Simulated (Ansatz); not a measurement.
# Tc (Fm-3m) in Ansatz: settings compared

One crystal, Tc, is run at these levels: r2SCAN, r2SCAN+D3(BJ); tasks: relaxation of cell and atoms.

All numbers are computed with Ansatz 0.2.0; they aren't measurements. Logs are shortened: lines on timing, memory, paths and dates and some standing lists are left out, and cuts for length are marked.

## Step 1: The crystal as given

The structure is cubic, space group Fm-3m (No. 225). The conventional cell has a = 3.900 Å, b = 3.900 Å, c = 3.900 Å, α = 90.00°, β = 90.00°, γ = 90.00°. Around Tc (site symmetry m-3m) lie 12 Tc at 2.76 Å.

This isn't the form of Tc at room conditions, which is hcp.

## Step 2: Relaxation of cell and atoms, r2SCAN

Contents of input.yaml:

```yaml
crystal:
  lattice:
    - [0.0, 1.95, 1.95]
    - [1.95, 0.0, 1.95]
    - [1.95, 1.95, 0.0]
  atoms:
    - { symbol: Tc, position: [0.0, 0.0, 0.0] }
hamiltonian:
  xc: r2scan
  pseudopotentials: { kind: paw }
kpoints:
  mp_grid: { grid: [12, 12, 12] }
scf:
  occupations: { method: fermi_dirac, width: 0.05 }
output:
  forces: true
  stress: true
  eigenvalues: true
relax:
  f_tol: 0.01
  max_steps: 40
  cell: { stress_tol: 0.05 }
```

Potentials or basis: Ansatz PAW earlier set.

Command:

```bash
$ ansatz run input.yaml --threads 2 --pin off --max-ram 5632MiB --backend cpu --events-out ev --progress --plain --runs-dir out
```

What it wrote:

```text
Warning: RAYON_NUM_THREADS=2 ignored (pool sized by the plan → 2); use --threads N
Engine: ansatz 0.2.0, aarch64-unknown-linux-gnu
Pseudopotentials: kind: paw
Pseudopotential: Tc, paw, valence charge 15, recommended cutoff 500 eV (normal), Tc.paw.azcp
Functional definition: r2SCAN
  parameter k0 = 0.174
  parameter k1 = 0.065
  parameter a1 = 4.9479
  exchange = r2scan_x(k0 = k0, k1 = k1, a1 = a1)
  correlation = r2scan_c
Crystal: 1 atoms, lattice volume = 14.830 Å³
Basis set: ecut = 500 eV, 339 PW (Γ), exchange–correlation on 96×96×96 points (64 copies of the dense FFT grid, shifted against one another)
Bands: 12, of which v1, the nominal top of the filled ones, is band 8 counted from 1 (7 counted from 0)
Symmetry: 48 space group operations
Space group: Fm-3m (ITA 225), of the structure as read, at distance tolerance 2.5e-5 Å
k-points: 72 of 1728
Non-local potential: Tc, projectors of the file, l = 0: 3, l = 1: 3, l = 2: 2, l = 3: 2
PAW form: soft (Blöchl's): semilocal exchange-correlation on the pseudo side does not see the compensation charge
PAW frozen core: Tc, regenerated for the run's functional (the file was generated under x = pbe(κ = 0.804, μ = 0.2195149727645171), c = pbe(β = 0.06672455060314922))
PAW one-centre angular grid: Tc, 590 points (default); XC on 160 Gauss nodes
Initial density: superposition of atomic densities (chi_scale 0.1, normalization cell)
Initial wavefunctions: pseudopotential atomic-orbital guess
Functional: x = r2scan, c = r2scan; τ floored in thin density (d = 2e-4 eV/Å³)
SCF iter   1: F=—  HF=-5409.654887 eV  |F-HF|=—  |Δ(HF+E_count)|=         —  Δρ=6.20e-2  dr2=5.35e-1  dr2_τ=6.81e-2  ethr=3.10e-3  ⟨swp⟩=5.3  Hψ=4871  notcnv=0
preconditioner: auto → none  [metal: Δε(μ)=0.104 eV  Ē_g=11.070 eV  σ=0.050 eV  W_gap=0.48  n_scr=0 (ndim 8)  ℏωp=25.5 eV  f_vac=0.000  D(μ)=0.69/eV (n_scr^D=8)]
SCF iter   2: F=—  HF=-5409.509207 eV  |F-HF|=—  |Δ(HF+E_count)|=   1.46e-1  Δρ=1.45e-2  dr2=1.18e-2  dr2_τ=5.49e-2  ethr=3.10e-3  ⟨swp⟩=2.9  Hψ=2209  notcnv=0  defer=13
SCF iter   3: F=—  HF=-5409.512668 eV  |F-HF|=—  |Δ(HF+E_count)|=   3.46e-3  Δρ=7.63e-3  dr2=3.01e-3  dr2_τ=2.89e-4  ethr=7.89e-5  ⟨swp⟩=2.3  Hψ=1420  notcnv=0  defer=13
SCF iter   4: F=—  HF=-5409.514149 eV  |F-HF|=—  |Δ(HF+E_count)|=   1.48e-3  Δρ=1.78e-3  dr2=1.49e-4  dr2_τ=2.78e-5  ethr=2.01e-5  ⟨swp⟩=2.0  Hψ=1207  notcnv=0  defer=13
SCF iter   5: F=—  HF=-5409.514237 eV  |F-HF|=—  |Δ(HF+E_count)|=   8.83e-5  Δρ=2.07e-4  dr2=1.86e-6  dr2_τ=2.18e-7  ethr=9.91e-7  ⟨swp⟩=2.6  Hψ=1210  notcnv=0  defer=13
SCF iter   6: F=—  HF=-5409.514241 eV  |F-HF|=—  |Δ(HF+E_count)|=   3.43e-6  Δρ=1.40e-5  dr2=1.06e-8  dr2_τ=8.01e-10  ethr=6.67e-10  ⟨swp⟩=7.2  Hψ=4424  notcnv=0
SCF iter   7: F=-5409.514241 eV  HF=-5409.514241 eV  |F-HF|=2.91e-11  |Δ(HF+E_count)|=   4.52e-9  Δρ=6.86e-7  dr2=5.12e-11  dr2_τ=7.76e-12  ethr=7.06e-11  ⟨swp⟩=1.5  Hψ=2653  notcnv=0
SCF 1 converged in 7 iterations: F = -5409.514241 eV  dr2 = 5.12e-11
relax step   1: F+E_penalty+E_count = -5409.51424070 eV  Δ(F+E_penalty+E_count) = +0.000e0 eV  max|allowed force component| = 0.000e0 eV/Å  Δτ_max = 0.0000 Å  P = -11.064 GPa  Ω = 14.830 Å³  (7 SCF iters, dr2 threshold 1.00e-7 eV, accepted)
Crystal: 1 atoms, lattice volume = 13.382 Å³
Basis set: ecut = 500 eV, 331 PW (Γ), exchange–correlation on 96×96×96 points (64 copies of the dense FFT grid, shifted against one another)
Initial density: handed on by an earlier stage of this run
Initial wavefunctions: those handed on with the density
iter 1 solved again at ethr=1.67e-5 eV; its pass at ethr=3.10e-3 eV (dr2=2.50e-3 eV) is discarded
SCF iter   1: F=—  HF=-5409.259342 eV  |F-HF|=—  |Δ(HF+E_count)|=         —  Δρ=4.99e-3  dr2=2.57e-3  dr2_τ=4.35e-1  ethr=1.67e-5  ⟨swp⟩=1.0  Hψ=6418  notcnv=0
preconditioner: auto → none  [metal: Δε(μ)=0.060 eV  Ē_g=12.125 eV  σ=0.050 eV  W_gap=0.28  n_scr=0 (ndim 8)  ℏωp=26.9 eV  f_vac=0.000  D(μ)=1.08/eV (n_scr^D=14)]
SCF iter   2: F=—  HF=-5409.472027 eV  |F-HF|=—  |Δ(HF+E_count)|=   2.13e-1  Δρ=1.76e-3  dr2=2.17e-4  dr2_τ=3.33e-4  ethr=1.67e-5  ⟨swp⟩=2.0  Hψ=1728  notcnv=0
SCF iter   3: F=—  HF=-5409.472147 eV  |F-HF|=—  |Δ(HF+E_count)|=   1.20e-4  Δρ=9.61e-4  dr2=5.09e-5  dr2_τ=1.08e-5  ethr=1.45e-6  ⟨swp⟩=2.5  Hψ=1103  notcnv=0
SCF iter   4: F=—  HF=-5409.472199 eV  |F-HF|=—  |Δ(HF+E_count)|=   5.24e-5  Δρ=1.56e-4  dr2=1.78e-6  dr2_τ=2.49e-6  ethr=3.40e-7  ⟨swp⟩=3.0  Hψ=1432  notcnv=0
SCF iter   5: F=—  HF=-5409.472202 eV  |F-HF|=—  |Δ(HF+E_count)|=   2.61e-6  Δρ=4.74e-5  dr2=1.06e-7  dr2_τ=6.26e-8  ethr=1.19e-8  ⟨swp⟩=2.4  Hψ=1298  notcnv=0
SCF iter   6: F=-5409.472202 eV  HF=-5409.472202 eV  |F-HF|=5.31e-9  |Δ(HF+E_count)|=   9.11e-8  Δρ=9.39e-6  dr2=3.18e-9  dr2_τ=2.80e-9  ethr=6.67e-10  ⟨swp⟩=4.8  Hψ=3168  notcnv=0
[... 26 lines left out ...]
SCF 4 converged in 5 iterations: F = -5409.534221 eV  dr2 = 5.24e-8
relax step   4: F+E_penalty+E_count = -5409.53422102 eV  Δ(F+E_penalty+E_count) = -2.578e-4 eV  max|allowed force component| = 0.000e0 eV/Å  Δτ_max = 0.0000 Å  P = +0.084 GPa  Ω = 14.275 Å³  energy of the carried Pulay correction = +2.911e-4 eV  (5 SCF iters, dr2 threshold 1.00e-7 eV, accepted)
Crystal: 1 atoms, lattice volume = 14.279 Å³
iter 1 solved again at ethr=3.11e-11 eV; its pass at ethr=3.10e-3 eV (dr2=4.67e-9 eV) is discarded
SCF iter   1: F=—  HF=-5409.534218 eV  |F-HF|=—  |Δ(HF+E_count)|=         —  Δρ=6.76e-6  dr2=3.27e-9  dr2_τ=3.16e-6  ethr=3.11e-11  ⟨swp⟩=2.1  Hψ=5894  notcnv=0
preconditioner: auto → none  [metal: Δε(μ)=0.065 eV  Ē_g=11.355 eV  σ=0.050 eV  W_gap=0.30  n_scr=0 (ndim 8)  ℏωp=26.0 eV  f_vac=0.000  D(μ)=1.10/eV (n_scr^D=14)]
SCF iter   2: F=-5409.534220 eV  HF=-5409.534220 eV  |F-HF|=3.58e-9  |Δ(HF+E_count)|=   2.31e-6  Δρ=1.14e-5  dr2=1.10e-8  dr2_τ=3.32e-9  ethr=2.18e-11  ⟨swp⟩=2.7  Hψ=3277  notcnv=0
SCF 5 converged in 2 iterations: F = -5409.534220 eV  dr2 = 1.10e-8
relax step   5: F+E_penalty+E_count = -5409.53422001 eV  Δ(F+E_penalty+E_count) = +1.017e-6 eV  max|allowed force component| = 0.000e0 eV/Å  Δτ_max = 0.0000 Å  P = -0.000 GPa  Ω = 14.279 Å³  energy of the carried Pulay correction = +2.891e-4 eV  (2 SCF iters, dr2 threshold 1.76e-8 eV, accepted)
Basis set: ecut = 500 eV, 339 PW (Γ), exchange–correlation on 80×80×80 points (64 copies of the dense FFT grid, shifted against one another)
Initial wavefunctions: pseudopotential atomic-orbital guess (no wavefunctions were taken with the density)
iter 1 solved again at ethr=2.56e-9 eV; its pass at ethr=3.10e-3 eV (dr2=3.84e-7 eV) is discarded
SCF iter   1: F=—  HF=-5409.533966 eV  |F-HF|=—  |Δ(HF+E_count)|=         —  Δρ=1.41e-4  dr2=2.86e-7  dr2_τ=1.79e-6  ethr=2.56e-9  ⟨swp⟩=3.5  Hψ=7678  notcnv=0
preconditioner: auto → none  [metal: Δε(μ)=0.065 eV  Ē_g=11.356 eV  σ=0.050 eV  W_gap=0.30  n_scr=0 (ndim 8)  ℏωp=26.0 eV  f_vac=0.000  D(μ)=1.10/eV (n_scr^D=14)]
SCF iter   2: F=—  HF=-5409.533966 eV  |F-HF|=—  |Δ(HF+E_count)|=   1.65e-7  Δρ=6.96e-5  dr2=6.61e-8  dr2_τ=9.89e-8  ethr=1.90e-9  ⟨swp⟩=1.0  Hψ=864  notcnv=0
SCF iter   3: F=—  HF=-5409.533966 eV  |F-HF|=—  |Δ(HF+E_count)|=   4.72e-8  Δρ=3.75e-6  dr2=4.67e-10  dr2_τ=8.39e-10  ethr=4.40e-10  ⟨swp⟩=2.0  Hψ=1280  notcnv=0
SCF iter   4: F=—  HF=-5409.533966 eV  |F-HF|=—  |Δ(HF+E_count)|=  2.18e-11  Δρ=8.89e-7  dr2=7.16e-11  dr2_τ=2.50e-11  ethr=3.11e-12  ⟨swp⟩=2.2  Hψ=1309  notcnv=0
SCF iter   5: F=-5409.533966 eV  HF=-5409.533966 eV  |F-HF|=9.09e-13  |Δ(HF+E_count)|=  1.09e-11  Δρ=1.67e-7  dr2=1.52e-12  dr2_τ=1.25e-12  ethr=1.00e-12  ⟨swp⟩=3.4  Hψ=3485  notcnv=0
SCF 6 converged in 5 iterations: F = -5409.533966 eV  dr2 = 1.52e-12
relax step   6: F+E_penalty+E_count = -5409.53396623 eV  Δ(F+E_penalty+E_count) = +2.538e-4 eV  max|allowed force component| = 0.000e0 eV/Å  Δτ_max = 0.0000 Å  P = -0.011 GPa  Ω = 14.279 Å³  stress off target by 1.05e-2 GPa  SCF on the basis re-selected at this cell (its energy is not comparable with the rows above)  (5 SCF iters)
basis re-selected at this cell: Δ(F+E_penalty+E_count) = +2.538e-4 eV, ΔP = -0.010 GPa vs the last step (what re-selecting the basis moved, of the pressure what is left beyond the Pulay correction that the steps carried, after the strain that the cell walked since its last selection, with what the two solves' SCF thresholds leave and, on support functions, any second-order correction that the steps lacked; it is no measure of the basis error at this ecutwfc). The dense FFT grid was sized anew with the basis: this SCF ran on 20×20×20 points, the steps before it on 24×24×24, so part of this shift can come from that change (see relax.cell in the input reference). This SCF's stress stands 1.05e-2 GPa from its target on what of the cell is left free (relax.cell.stress_tol is 5.00e-2 GPa) and its largest allowed force component is 0.00e0 eV/Å (relax.f_tol is 1.00e-2 eV/Å): within both
SCF converged after 5 iterations
Free energy (F): -5409.533966 eV
Harris-Foulkes:  -5409.533966 eV  (|F-HF|=9.09e-13)
Internal energy: -5409.524734 eV  (E = F + TS)
E sigma→0 (E₀):  -5409.529350 eV
Entropy (-TS):   -0.009232 eV (-9.232 meV/atom)
Fermi energy:    22.594048 eV
--- Per-component energies (eV) ---
  E_band       = -62.018981
  E_kinetic    = 623.297842
  E_local      = -1177.884014  (includes V_loc(G=0)·N_el)
  E_nonlocal   = 284.732379
  E_hartree    = 318.080054
  E_xc         = -234.435953
  E_vxc        = -332.099496  (∫ρ·V_xc dr)
  E_paw        = -3294.440697  (= ΣΔE_a)
  E_vpaw       = -118.697833  (= ΣTr[D̂ρ^β])
  E_aug_tail   = -0.000028  (compensation charges beyond the density's cutoff)
  E_vtau       = 22.472086  (kinetic-family band-sum trace: ∫τ·v_τ [+ j·A + Jᵃ·Aᵃ] dr)
  E_ewald      = -1928.630776
  E_core_change = -0.243542  (= ΣΔE_core)
  E_smearing   = -0.009232  (= −TS)
  E_closure    = -0.000000  (closes the sum)
  Σ components = -5409.533966   (vs F -5409.533966, Δ=0.00e0)
--- Forces (eV/Å), atoms counted from 1 ---
  atom   1  Tc    -0.00000000    -0.00000000     0.00000000
  max |Σ_I F_I| component: 4.72e-32 eV/Å
--- Stress (GPa, compression-positive) ---
       -0.010517      -0.000000      -0.000000
       -0.000000      -0.010517      -0.000000
       -0.000000      -0.000000      -0.010517
  P = ⅓ Tr σ = -0.0105 GPa (-0.105 kbar)
--- Band table (eV; the first three rows and the last of 72) ---
  k-point 0: bands = ["-46.5738", "-17.0639", "-17.0639", "-17.0639", "14.6177", "20.6157", "20.6157", "20.6157", "23.4555", "23.4555", "36.9009", "42.8524"]
  k-point 1: bands = ["-46.5575", "-17.1617", "-17.0763", "-17.0763", "14.9271", "20.4309", "20.7490", "20.7490", "23.3616", "23.3616", "37.4535", "41.6357"]
  k-point 2: bands = ["-46.5128", "-17.4248", "-17.1098", "-17.1098", "15.7395", "20.0799", "21.0197", "21.0197", "23.2574", "23.2574", "38.6466", "39.7648"]
  k-point 71: bands = ["-46.2440", "-17.9669", "-17.9669", "-17.5794", "17.8863", "19.5451", "19.5451", "22.9109", "26.1150", "33.8924", "33.8924", "35.4578"]
--- Relaxed structure (5 steps of the walk, 4 accepted, 1 SCFs on fresh bases) ---
  F+E_penalty+E_count = -5409.53396623 eV   max|allowed force component| = 0.000e0 eV/Å   (the final SCF, on the basis selected at the relaxed cell)
  cell:  # Å, volume = 14.2786 Å³
    - [3.8195392208913945e-34, 1.9255354089091778, 1.9255354089091778]
    - [1.9255354089091778, -1.2103499533747427e-33, 1.9255354089091778]
    - [1.9255354089091778, 1.9255354089091778, -1.2865814383061365e-33]
  atoms:
    - { symbol: Tc, position: [0.0, 0.0, 0.0] }
```

It took 6 s on 2 threads of Arm Neoverse V2, shared host; peak memory 0.33 GiB.

Results:

| Property | Result |
| --- | --- |
| Free energy | -5409.5340 eV |
| Relaxed volume | 14.28 Å³/atom |
| Relaxed cell | a = 2.723 Å, b = 2.723 Å, c = 2.723 Å, α = 60.00°, β = 60.00°, γ = 60.00° |
| Space group after relaxing (to 0.05 Å) | Fm-3m (No. 225) |
| Energy gained by relaxing | 19.7 meV/atom |
| Ionic steps | 5 |
| Pressure after relaxing | 0.0 GPa |
| Band gap on the k mesh | none (metal or under the smearing width) |

The path:
```tsv
step	energy change (eV)	largest force (eV/Å)	volume (Å³)
1	0.0000	0.0000	14.83
2	-0.0197	0.0000	14.34
3	-0.0200	0.0000	14.27
4	-0.0200	0.0000	14.28
5	-0.0197	0.0000	14.28
```

Final structure:
```yaml
crystal:
  lattice:
    - [0.00000, 1.92554, 1.92554]
    - [1.92554, 0.00000, 1.92554]
    - [1.92554, 1.92554, 0.00000]
  atoms:
    - { symbol: Tc, position: [0.00000, 0.00000, 0.00000] }
```

Levels at points of the mesh, in eV from the Fermi level:
```
             k point  band 5  band 6  band 7  band 8  band 9  band 10  band 11  band 12
  (0.00, 0.00, 0.00)   -7.98   -1.98   -1.98   -1.98    0.86     0.86    14.31    20.26
 (0.00, 0.00, -0.50)   -5.95   -2.11   -2.11    1.17    2.95     2.95    11.39    14.01
(0.00, -0.50, -0.50)   -6.32   -5.76    2.94    3.51    3.51     3.97    13.66    13.66
```

Caveat: the plane-wave basis is chosen anew once the cell has moved, so the energies of steps on either side of that aren't comparable; the PAW data sets come from PBE, with cores solved anew for the run's functional, which leaves a small shift of forces and pressure.

## Step 3: Relaxation of cell and atoms, r2SCAN+D3(BJ)

Changes to input.yaml since step 2:

```diff
@@ -10,2 +10,3 @@
   pseudopotentials: { kind: paw }
+  dispersion: d3bj
 kpoints:
```

Potentials or basis: Ansatz PAW earlier set.

Command:

```bash
$ ansatz run input.yaml --threads 2 --pin off --max-ram 5632MiB --backend cpu --events-out ev --progress --plain --runs-dir out
```

What it wrote:

```text
Warning: the engine holds no damping parameters fitted to this dispersion correction and functional, so the run takes those fitted to r2scan beside the three-body term, which d3bj leaves out (hamiltonian.dispersion, under Limitations)
Warning: RAYON_NUM_THREADS=2 ignored (pool sized by the plan → 2); use --threads N
Engine: ansatz 0.2.0, aarch64-unknown-linux-gnu
Pseudopotentials: kind: paw
Pseudopotential: Tc, paw, valence charge 15, recommended cutoff 500 eV (normal), Tc.paw.azcp
Functional definition: r2SCAN
  parameter k0 = 0.174
  parameter k1 = 0.065
  parameter a1 = 4.9479
  exchange = r2scan_x(k0 = k0, k1 = k1, a1 = a1)
  correlation = r2scan_c
Crystal: 1 atoms, lattice volume = 14.830 Å³
Basis set: ecut = 500 eV, 339 PW (Γ), exchange–correlation on 96×96×96 points (64 copies of the dense FFT grid, shifted against one another)
Bands: 12, of which v1, the nominal top of the filled ones, is band 8 counted from 1 (7 counted from 0)
Symmetry: 48 space group operations
[... 102 lines left out ...]
  E_closure    = -0.000000  (closes the sum)
  Σ components = -5409.835940   (vs F -5409.835940, Δ=0.00e0)
--- Forces (eV/Å), atoms counted from 1 ---
  atom   1  Tc    -0.00000000    -0.00000000    -0.00000000
  max |Σ_I F_I| component: 1.28e-32 eV/Å
--- Stress (GPa, compression-positive) ---
       -0.011742      -0.000000      -0.000000
       -0.000000      -0.011742      -0.000000
       -0.000000      -0.000000      -0.011742
  P = ⅓ Tr σ = -0.0117 GPa (-0.117 kbar)
--- Band table (eV; the first three rows and the last of 72) ---
  k-point 0: bands = ["-46.2924", "-16.7575", "-16.7575", "-16.7575", "14.8633", "20.8758", "20.8758", "20.8758", "23.7597", "23.7597", "37.1831", "43.1890"]
  k-point 1: bands = ["-46.2753", "-16.8589", "-16.7703", "-16.7703", "15.1762", "20.6879", "21.0109", "21.0109", "23.6637", "23.6637", "37.7447", "41.9696"]
  k-point 2: bands = ["-46.2286", "-17.1314", "-16.8049", "-16.8049", "15.9955", "20.3333", "21.2853", "21.2853", "23.5565", "23.5565", "38.9511", "40.1101"]
  k-point 71: bands = ["-45.9477", "-17.6919", "-17.6919", "-17.2909", "18.1081", "19.7987", "19.7987", "23.2016", "26.4658", "34.3034", "34.3034", "35.8832"]
--- Relaxed structure (5 steps of the walk, 4 accepted, 1 SCFs on fresh bases) ---
  F+E_penalty+E_count = -5409.83594035 eV   max|allowed force component| = 0.000e0 eV/Å   (the final SCF, on the basis selected at the relaxed cell)
  cell:  # Å, volume = 14.1266 Å³
    - [-1.1265563501981397e-34, 1.918679154090957, 1.918679154090957]
    - [1.918679154090957, 3.4911274342137494e-34, 1.918679154090957]
    - [1.918679154090957, 1.918679154090957, 2.5476860164477946e-34]
  atoms:
    - { symbol: Tc, position: [0.0, 0.0, 0.0] }
```

Run time: 5.8 s. Hardware: 2 threads of Arm Neoverse V2, shared host; peak memory 0.33 GiB.

Results:

| Property | Result |
| --- | --- |
| Free energy | -5409.8359 eV |
| Relaxed volume | 14.13 Å³/atom |
| Relaxed cell | a = 2.713 Å, b = 2.713 Å, c = 2.713 Å, α = 60.00°, β = 60.00°, γ = 60.00° |
| Space group after relaxing (to 0.05 Å) | Fm-3m (No. 225) |
| Energy gained by relaxing | 32.6 meV/atom |
| Ionic steps | 5 |
| Pressure after relaxing | 0.0 GPa |
| Band gap on the k mesh | none (metal or under the smearing width) |

The path:
```csv
step,energy change (eV),largest force (eV/Å),volume (Å³)
1,0.0000,0.0000,14.83
2,-0.0323,0.0000,14.22
3,-0.0330,0.0000,14.12
4,-0.0330,0.0000,14.13
5,-0.0326,0.0000,14.13
```

Final structure:
```yaml
crystal:
  lattice:
    - [0.00000, 1.91868, 1.91868]
    - [1.91868, 0.00000, 1.91868]
    - [1.91868, 1.91868, 0.00000]
  atoms:
    - { symbol: Tc, position: [0.00000, 0.00000, 0.00000] }
```

Caveat: the plane-wave basis is chosen anew once the cell has moved, so the energies of steps on either side of that aren't comparable; pairwise dispersion overbinds metals, which lowers pressure and volume; the PAW data sets come from PBE, with cores solved anew for the run's functional, which leaves a small shift of forces and pressure; the dispersion damping was fitted for another functional or another form of the correction.
